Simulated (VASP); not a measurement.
# Hf (Im-3m) in VASP: a series of runs

The runs below take Hf through single point, with PBE.

All numbers are computed with VASP 6.6.1; they aren't measurements. Logs are shortened: lines on timing, memory, paths and dates and some standing lists are left out, and cuts for length are marked.

### 1 The crystal as given

Symmetry: Im-3m, No. 229, cubic system. The conventional cell has a = 3.610 Å, b = 3.610 Å, c = 3.610 Å, α = 90.00°, β = 90.00°, γ = 90.00°. Hf (site symmetry m-3m) has 8 Hf at 3.13 Å as nearest neighbours.

This isn't the form of Hf at room conditions, which is hcp.

### 2 Single point, PBE

The input, INCAR:

```
PREC = Accurate ; ENCUT = 520
EDIFF = 1E-6 ; ISMEAR = -1
SIGMA = 0.1 ; LREAL = False
LASPH = True ; NELM = 100
ALGO = Normal ; ISIF = 2
LWAVE = False ; LCHARG = False
GGA = PE ; NBANDS = 11
```

The input, KPOINTS:

```
regular mesh
0
Gamma
  5 5 5
```

The input, POSCAR:

```
Hf
1.0
   -1.8050000000      1.8050000000      1.8050000000
    1.8050000000     -1.8050000000      1.8050000000
    1.8050000000      1.8050000000     -1.8050000000
Hf
1
Direct
    0.0000000000      0.0000000000      0.0000000000
```

Potentials or basis: VASP PAW PBE potentials, release 64 (Hf_pv).

Run with:

```console
$ cat potpaw_PBE.64/Hf_pv/POTCAR > POTCAR
$ mpirun -np 1 vasp_std > vasp.out
```

OUTCAR:

```text
PREC = Accurate
   ENCUT = 520
   EDIFF = 1E-6
   ISMEAR = -1
   LREAL = False
   LASPH = True
   NELM = 100
   ISIF = 2
   GGA = PE

 ion  position               nearest neighbor table
   1  0.000  0.000  0.000-

  LATTYP: Found a body centered cubic cell.
 ALAT       =     3.6100000000

  Lattice vectors:

 A1 = (  -1.8050000000,   1.8050000000,   1.8050000000)
 A2 = (   1.8050000000,  -1.8050000000,   1.8050000000)
 A3 = (   1.8050000000,   1.8050000000,  -1.8050000000)

Analysis of symmetry for initial positions (statically):
=====================================================================
 Subroutine PRICEL returns:
 Original cell was already a primitive cell.

 Routine SETGRP: Setting up the symmetry group for a
 body centered cubic supercell.

 Subroutine GETGRP returns: Found 48 space group operations
 (whereof 48 operations were pure point group operations)
 out of a pool of 48 trial point group operations.

The static configuration has the point symmetry O_h .

Analysis of symmetry for dynamics (positions and initial velocities):
=====================================================================
 Subroutine PRICEL returns:
 Original cell was already a primitive cell.

 Routine SETGRP: Setting up the symmetry group for a
 body centered cubic supercell.

 Subroutine GETGRP returns: Found 48 space group operations
 (whereof 48 operations were pure point group operations)
 out of a pool of 48 trial point group operations.

The dynamic configuration has the point symmetry O_h .

 Subroutine INISYM returns: Found 48 space group operations
 (whereof 48 operations are pure point group operations),
 and found     1 'primitive' translations

----------------------------------------------------------------------------------------

                                     Primitive cell

  volume of cell :      23.5229

  direct lattice vectors                    reciprocal lattice vectors
    -1.805000000  1.805000000  1.805000000     0.000000000  0.277008310  0.277008310
     1.805000000 -1.805000000  1.805000000     0.277008310  0.000000000  0.277008310
     1.805000000  1.805000000 -1.805000000     0.277008310  0.277008310  0.000000000

  length of vectors
     3.126351708  3.126351708  3.126351708     0.391748909  0.391748909  0.391748909

  position of ions in fractional coordinates (direct lattice)
     0.000000000  0.000000000  0.000000000

  ion indices of the primitive-cell ions
   primitive index   ion index
                 1           1

----------------------------------------------------------------------------------------

 KPOINTS: regular mesh

Automatic generation of k-mesh.
 Grid dimensions read from file:
 generate k-points for:    5    5    5

 Generating k-lattice:

  Cartesian coordinates                     Fractional coordinates (reciprocal lattice)
     0.000000000  0.055401662  0.055401662     0.200000000  0.000000000  0.000000000
     0.055401662  0.000000000  0.055401662     0.000000000  0.200000000  0.000000000
     0.055401662  0.055401662  0.000000000     0.000000000  0.000000000  0.200000000

  Length of vectors
     0.078349782  0.078349782  0.078349782

  Shift w.r.t. Gamma in fractional coordinates (k-lattice)
     0.000000000  0.000000000  0.000000000

 Subroutine IBZKPT returns following result:
 ===========================================

 Found     10 irreducible k-points:

 Following reciprocal coordinates:
            Coordinates               Weight
  0.000000  0.000000  0.000000      1.000000
  0.200000  0.000000  0.000000     12.000000
  0.400000  0.000000  0.000000     12.000000
  0.200000  0.200000  0.000000     24.000000
  0.400000  0.200000  0.000000     24.000000
  0.200000  0.200000  0.200000      8.000000
 -0.200000  0.200000  0.200000      6.000000
 -0.400000  0.400000  0.200000     24.000000
 -0.400000 -0.400000  0.200000      8.000000
 -0.400000  0.400000  0.400000      6.000000
   k-points           NKPTS =     10   k-points in BZ     NKDIM =     10   number of bands    NBANDS=     11
   number of dos      NEDOS =    301   number of ions     NIONS =      1
   total plane-waves  NPLWV =  13824
   dimension x,y,z NGX =    24 NGY =   24 NGZ =   24
   dimension x,y,z NGXF=    48 NGYF=   48 NGZF=   48
   ions per type =               1
   NGX,Y,Z   is equivalent  to a cutoff of  12.76, 12.76, 12.76 a.u.
   NGXF,Y,Z  is equivalent  to a cutoff of  25.52, 25.52, 25.52 a.u.
 SYSTEM =  unknown system
   PREC   = accura    normal or accurate (medium, high low for compatibility)
   ISTART =      0    job   : 0-new  1-cont  2-samecut
   ICHARG =      2    charge: 1-file 2-atom 10-const
   ISPIN  =      1    spin polarized calculation?
   LNONCOLLINEAR =      F non collinear calculations
   LSORBIT =      F    spin-orbit coupling
   LASPH  =      T    aspherical Exc in radial PAW
   ENCUT  =  520.0 eV  38.22 Ry    6.18 a.u.   5.81  5.81  5.81*2*pi/ulx,y,z
   NELM   =    100;   NELMIN=  2; NELMDL= -5     # of ELM steps
   EDIFF  = 0.1E-05   stopping-criterion for ELM
   LREAL  =      F    real-space projection
   EDIFFG = 0.1E-04   stopping-criterion for IOM
   NSW    =      0    number of steps for IOM
   IBRION =     -1    ionic relax: 0-MD 1-quasi-New 2-CG
   NFREE  =      0    steps in history (QN), initial steepest desc. (CG)
   ISIF   =      2    stress and relaxation
   ISYM   =      2    0-nonsym 1-usesym 2-fastsym
   POTIM  = 0.5000    time-step for ionic-motion
   TEBEG  =    0.0;   TEEND  =   0.0 temperature during run
   PSTRESS=    0.0 pullay stress
   NELECT =      10.0000    total number of electrons
   NUPDOWN=      -1.0000    fix difference up-down
   EMIN   =  10.00;   EMAX   =-10.00  energy-range for DOS
   EFERMI =   0.00;   METHOD = LEGACY
   ISMEAR =    -1;   SIGMA  =   0.10  broadening in eV -4-tet -1-fermi 0-gaus
   EFERMI_NEDOS =   21; number of points for ismear=-14 and -15
   IALGO  =     38    algorithm
   IMIX   =      4    mixing-type and parameters
     AMIX     =   0.40;   BMIX     =  1.00
     AMIX_MAG =   1.60;   BMIX_MAG =  1.00
  volume/ion in A,a.u.               =      23.52       158.74
  Fermi-wavevector in a.u.,A,eV,Ry     =   1.230961  2.326179 20.616432  1.515265
  Thomas-Fermi vector in A             =   2.365789
   LORBIT       =      0    0 simple, 1 ext, 2 COOP (PROOUT), +10 PAW based schemes
   GGA     = PE    functional components
[... 5 lines left out ...]
 non-spin polarized calculation
  energy-cutoff  :      520.00
  volume of cell :       23.52
 maximum number of plane-waves:       650
   NGX = 11   NGY = 11   NGZ = 11

 number of electron      10.0000001 magnetization

 Free energy of the ion-electron system (eV)
  ---------------------------------------------------
  ext. energy  EPLUGINS =         0.00000000
  ---------------------------------------------------
  free energy    TOTEN  =        -9.76791429 eV

  energy without entropy =       -9.70217409  energy(sigma->0) =       -9.73504419

 E-fermi :   4.2491     XC(G=0): -11.0535

 val. band max:        3.9879993537   @ k =   0.2000   0.2000   0.0000
 cond. band min:       4.3145236698   @ k =   0.4000   0.2000   0.0000
 fundamental gap:      0.3265243162
 Fermi energy:         4.2491110801

 k-point     1 :       0.0000    0.0000    0.0000
  band No.  band energies     occupation
      1     -25.7583      2.00000
      2     -25.7583      2.00000
      3     -25.7583      2.00000
      4      -2.6280      2.00000
      5       5.7441      0.00000
      6       5.7441      0.00000
      7       5.7441      0.00000
      8       8.3803      0.00000
      9       8.3803      0.00000
     10      17.2885      0.00000
     11      17.2885      0.00000

 k-point     2 :       0.2000    0.0000    0.0000
  band No.  band energies     occupation
      1     -26.0067      2.00000
      2     -25.8379      2.00000
      3     -25.7590      2.00000
      4      -1.3357      2.00000
      5       4.9634      0.00158
      6       5.1343      0.00029
      7       7.0754      0.00000
      8       7.8097      0.00000
      9       8.4407      0.00000
     10      17.3521      0.00000
     11      17.7594      0.00000

 k-point     3 :       0.4000    0.0000    0.0000
  band No.  band energies     occupation
      1     -26.3861      2.00000
      2     -25.9640      2.00000
      3     -25.7603      2.00000
      4       0.7924      2.00000
      5       3.9859      1.86580
      6       4.7062      0.02048
      7       8.2578      0.00000
      8       8.9608      0.00000
      9      10.4031      0.00000
     10      14.6338      0.00000
     11      15.0784      0.00000

 k-point     4 :       0.2000    0.2000    0.0000
  band No.  band energies     occupation
      1     -26.2601      2.00000
      2     -25.9474      2.00000
      3     -25.8128      2.00000
      4       0.6869      2.00000
      5       3.9880      1.86315
      6       4.3859      0.40594
      7       7.6920      0.00000
      8       9.0213      0.00000
      9       9.6849      0.00000
     10      15.4363      0.00000
     11      17.3624      0.00000

 k-point     5 :       0.4000    0.2000    0.0000
  band No.  band energies     occupation
      1     -26.3647      2.00000
      2     -26.0801      2.00000
      3     -25.8277      2.00000
      4       1.9840      2.00000
      5       3.8004      1.97774
      6       4.3145      0.68412
      7       8.0737      0.00000
      8       9.2193      0.00000
      9      12.2023      0.00000
     10      12.5486      0.00000
     11      15.7276      0.00000

 k-point     6 :       0.2000    0.2000    0.2000
  band No.  band energies     occupation
      1     -26.2765      2.00000
      2     -25.9888      2.00000
      3     -25.9888      2.00000
      4       2.9606      1.99999
      5       3.5460      1.99823
      6       3.5460      1.99823
      7       9.1188      0.00000
      8       9.1188      0.00000
      9      11.0489      0.00000
     10      13.2630      0.00000
     11      15.9997      0.00000

 k-point     7 :      -0.2000    0.2000    0.2000
  band No.  band energies     occupation
      1     -26.0405      2.00000
      2     -25.9219      2.00000
      3     -25.9219      2.00000
      4      -0.1561      2.00000
      5       5.2256      0.00011
      6       5.6918      0.00000
      7       5.6918      0.00000
      8       7.0612      0.00000
      9       9.2636      0.00000
     10      16.8917      0.00000
     11      17.3790      0.00000

 k-point     8 :      -0.4000    0.4000    0.2000
  band No.  band energies     occupation
      1     -26.3263      2.00000
      2     -26.0547      2.00000
      3     -25.9372      2.00000
      4       1.8722      2.00000
      5       3.5915      1.99722
      6       5.2729      0.00007
      7       6.5080      0.00000
      8       9.3918      0.00000
      9      10.0549      0.00000
     10      14.8508      0.00000
     11      17.3641      0.00000

 k-point     9 :      -0.4000   -0.4000    0.2000
  band No.  band energies     occupation
      1     -26.2622      2.00000
      2     -26.2622      2.00000
      3     -25.9753      2.00000
      4       2.9242      2.00000
      5       2.9242      2.00000
      6       4.5105      0.13654
      7       8.6949      0.00000
      8       8.6949      0.00000
      9      12.1592      0.00000
     10      13.8790      0.00000
     11      13.8790      0.00000

 k-point    10 :      -0.4000    0.4000    0.4000
  band No.  band energies     occupation
      1     -26.2413      2.00000
      2     -26.1978      2.00000
      3     -26.1978      2.00000
      4       2.2138      2.00000
      5       2.2802      2.00000
      6       8.2030      0.00000
      7       8.2030      0.00000
      8       9.3228      0.00000
      9       9.9790      0.00000
     10      14.3456      0.00000
     11      14.3456      0.00000

------------------------ aborting loop because EDIFF is reached ----------------------------------------

  FORCE on cell =-STRESS in cart. coord.  units (eV):
  Direction    XX          YY          ZZ          XY          YZ          ZX
  --------------------------------------------------------------------------------------
  -------------------------------------------------------------------------------------
  Total       -0.9345721     -0.9345721     -0.9345721      0.0000000      0.0000000     -0.0000000
  in kB      -63.6548928    -63.6548928    -63.6548928      0.0000000      0.0000000     -0.0000000
  external PRESSURE =     -63.6548928 kB  Pullay stress =       0.0000000 kB

 VOLUME and BASIS-vectors are now :
 -----------------------------------------------------------------------------
  energy-cutoff  :      520.00
  volume of cell :       23.52
      direct lattice vectors                 reciprocal lattice vectors
    -1.805000000  1.805000000  1.805000000     0.000000000  0.277008310  0.277008310
     1.805000000 -1.805000000  1.805000000     0.277008310  0.000000000  0.277008310
     1.805000000  1.805000000 -1.805000000     0.277008310  0.277008310  0.000000000

 POSITION                                       TOTAL-FORCE (eV/Angst)
 -----------------------------------------------------------------------------------
      0.00000      0.00000      0.00000         0.000000      0.000000     -0.000000
 -----------------------------------------------------------------------------------
    total drift:                               -0.000000      0.000000      0.000000

  FREE ENERGIE OF THE ION-ELECTRON SYSTEM (eV)
  ---------------------------------------------------
  free  energy   TOTEN  =        -9.7679142860 eV

  energy  without entropy=       -9.7021740900  energy(sigma->0) =       -9.73504419
```

Wall time 4.1 s (1 thread of Intel Xeon Platinum 8375C at 2.90GHz (Ice Lake), shared host); peak memory 0.13 GiB.

What came out:

```yaml
Free_energy: -9.7679 eV
Pressure: -6.4 GPa
Band_gap_on_the_k_mesh: none (metal or under the smearing width)
```

Levels at points of the mesh, in eV from the Fermi level:
| k point | band 3 | band 4 | band 5 | band 6 | band 7 | band 8 |
| --- | --- | --- | --- | --- | --- | --- |
| (0.00, 0.00, 0.00) | -30.01 | -6.88 | 1.49 | 1.49 | 1.49 | 4.13 |

Caveat: the k mesh is coarse (spacing up to 0.49 Å⁻¹), so the values aren't converged.

### 3 Single point, PBE

The input, INCAR:

```
PREC = Accurate
ENCUT = 520
EDIFF = 1E-6
ISMEAR = -1
SIGMA = 0.1
LREAL = F
LASPH = T
NELM = 100
ALGO = Normal
ISIF = 2
LWAVE = F
LCHARG = F
GGA = PE
NBANDS = 11
```

The input, KPOINTS:

```
regular mesh
0
Gamma
  9 9 9
```

POSCAR is that of step 2.

Potentials or basis: VASP PAW PBE potentials, release 64 (Hf_pv).

Run with:

```console
$ cat potpaw_PBE.64/Hf_pv/POTCAR > POTCAR
$ mpirun -np 1 vasp_std > vasp.out
```

Wall time 6.9 s (1 thread of Intel Xeon Platinum 8375C at 2.90GHz (Ice Lake), shared host); peak memory 0.14 GiB.

It converged, with:

```
Free energy            : -9.7518 eV
Pressure               : -4.9 GPa
Band gap on the k mesh : none (metal or under the smearing width)
```

Levels at points of the mesh, in eV from the Fermi level:
```csv
k point,band 1,band 2,band 3,band 4,band 5,band 6,band 7,band 8,band 9,band 10
"(0.00, 0.00, 0.00)",-30.05,-30.05,-30.05,-6.89,1.47,1.47,1.47,4.11,4.11,13.03
```
